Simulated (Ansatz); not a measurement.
BeO (wurtzite)

```xyz
4
Lattice="2.6902 0.0000 0.0000 -1.3451 2.3298 0.0000 0.0000 0.0000 4.3694" Properties=species:S:1:pos:R:3 pbc="T T T"
Be     1.3451     0.7766     0.0063
Be     0.0000     1.5532     2.1910
O      1.3451     0.7766     2.7254
O      0.0000     1.5532     0.5407
```

The relaxed cell is deformed in two ways at once: its volume V is scaled, and at that volume it is stretched along z (the c axis of the conventional cell) so that c/a changes. Fractional atomic positions are held.

Calculation: r2SCAN (plane waves to 500 eV, PAW, scalar-relativistic; Ansatz, a quantum-chemistry and plane-wave program). k mesh 14×14×8 (Γ-centred), Fermi-Dirac smearing 0.05 eV. Stress and pressure are positive under compression. As the atoms are clamped, bonds stretch with the cell, which overstates energies and stresses. BeO was relaxed with its symmetry unable to fall. The PAW data are Ansatz's earlier set. 

### Question
Predict the σzz − σxx (GPa) at all points of the grid V/V₀ = 0.960, 0.980, 1.000, 1.020, 1.040 by (c/a)/(c/a)₀ = 0.880, 0.940, 1.000, 1.060, 1.120.

### Answer
σzz − σxx (GPa), with V/V₀ across and (c/a)/(c/a)₀ down:

| (c/a)/(c/a)₀ \ V/V₀ | 0.960 | 0.980 | 1.000 | 1.020 | 1.040 |
|---|---|---|---|---|---|
| 0.880 | 66.4 | 62.5 | 58.8 | 55.4 | 52.1 |
| 0.940 | 31.4 | 29.6 | 27.9 | 26.3 | 24.8 |
| 1.000 | 0.0 | 0.0 | 0.0 | 0.0 | 0.0 |
| 1.060 | -28.5 | -26.9 | -25.4 | -23.9 | -22.6 |
| 1.120 | -54.6 | -51.5 | -48.6 | -45.9 | -43.4 |

(Under strain, the slope of the energy per volume gives the stress and its curvature an elastic modulus.)
